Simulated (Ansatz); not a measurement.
Ansatz 0.2.0, relaxation: Os

Run with:

```bash
ansatz run input.yaml --threads 2 --pin off --max-ram 3584MiB --backend cpu --events-out ev --progress --plain --runs-dir out
```

Input:

```yaml
crystal:
  lattice:
    - [0.0, 1.94834922, 1.94834922]
    - [1.94834922, 0.0, 1.94834922]
    - [1.94834922, 1.94834922, 0.0]
  atoms:
    - { symbol: Os, position: [0.0, 0.0, 0.0] }
  symmetry: { tolerance: 0.0003 }
kpoints:
  mp_grid: { grid: [15, 15, 15], shift: [0, 0, 0] }
magnetization:
  spin_polarized: false
scf:
  occupations: { method: fermi_dirac }
  lower_state_search: "off"
hamiltonian:
  pseudopotentials: { kind: paw }
  xc: pbe
basis:
  ecutwfc: 420
  fft_grid_basis: typed
relax:
  max_steps: 60
  cell: { p_target: 5.0 }
output:
  forces: true
  stress: true
  eigenvalues: true
  bader: true
  populations: true
  elf: true
  write_potential: true
  volumetric_format: npy
  dos:
    e_range: [-12, 8]
    de: 0.05
    projected: { site_lists: { Os: [Os] } }
checkpoint:
  read: saved_state
```

Origin of the cell: a database entry, scaled a little.

The smearing width isn't typed, so it takes its default of 0.1 eV.

The saved state is a converged single point of the same cell.

Steps («new basis» is an SCF on plane waves selected anew at the same cell):

```tsv
step	ΔH (meV/atom)	max force component (eV/Å)	P (GPa)	volume (Å³)	SCF iterations	step was
1	0.0	0.000	-11.42	14.79	5	accepted
2	198.4	0.000	62.32	12.71	5	rejected
3	-33.2	0.000	1.64	14.27	7	accepted
4	-34.5	0.000	5.30	14.14	4	accepted
5	-34.5	0.000	4.99	14.15	2	accepted
6	-34.1	0.000	5.03	14.15	5	new basis
```

Before:

Space group Fm-3m (No. 225); the run's cell has a = 2.755 Å, b = 2.755 Å, c = 2.755 Å, α = 60.00°, β = 60.00°, γ = 60.00°. Shortest distances: Os–Os 2.76 Å.

After:

Space group Fm-3m (No. 225); the run's cell has a = 2.715 Å, b = 2.715 Å, c = 2.715 Å, α = 60.00°, β = 60.00°, γ = 60.00°. Shortest distances: Os–Os 2.72 Å.

```
CELL_PARAMETERS angstrom
0.00000 1.91986 1.91986
1.91986 0.00000 1.91986
1.91986 1.91986 0.00000
ATOMIC_POSITIONS crystal
Os 0.00000 0.00000 0.00000
```

```
Enthalpy lowered by     : 34.1 meV/atom
Volume change           : -4.32 %
Final pressure          : 5.03 GPa
Relaxation steps listed : 6
```

Caveats: no moments, though an odd count or open d shells may carry them; no spin-orbit coupling, though heavy elements are present; the relaxation held the start's symmetry, so the end may be a saddle point.

Time: 5.5 s on 2 threads of Arm Neoverse V2 (shared host), peak memory 0.3 GiB, from a saved density.
